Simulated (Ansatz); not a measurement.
A 2-atom cell of CdTe started from a crystallographic database (r2SCAN geometry), in Ansatz:

```
Cd Te
1.0
     0.00000    3.27990    3.27990
     3.27990    0.00000    3.27990
     3.27990    3.27990    0.00000
Cd Te
1 1
Direct
  0.00000 0.00000 0.00000
  0.25000 0.25000 0.25000
```

G0W0@PBE with 386 empty bands, a screening cutoff of 180 eV and a 4×4×4 mesh (PAW, contour deformation) gives 1.200 eV over the mesh points, from a PBE gap of 0.650 eV; it sums over 404 bands with 387 plane waves in the screening and a wave cutoff of 420 eV. G0W0 values are finite-basis, finite-mesh values. Calculated for a static, non-magnetic cell.

Q: Estimate the gap with starting point PBE0.

A: 1.968 eV (+0.768 eV), from a Kohn-Sham gap of 2.163 eV.

Q: Estimate the gap with empty bands 160, screening cutoff 100 eV.

A: 1.224 eV (+0.024 eV), from a Kohn-Sham gap of 0.650 eV.

Q: Estimate the gap with potentials of the kind norm-conserving.

A: 1.179 eV (-0.021 eV), from a Kohn-Sham gap of 0.647 eV.

Q: Estimate the gap with empty bands 750, screening cutoff 260 eV.

A: 1.188 eV (-0.012 eV), from a Kohn-Sham gap of 0.650 eV.

Spin-orbit coupling is left out, which matters wherever the heavy atoms make up the band edges.

The program warns that the k mesh is coarse for exact exchange in some of these runs, so their gaps aren't converged.

With a shallow d shell on the cation, G0W0 converges slowly in bands and cutoff, so these values are in doubt.
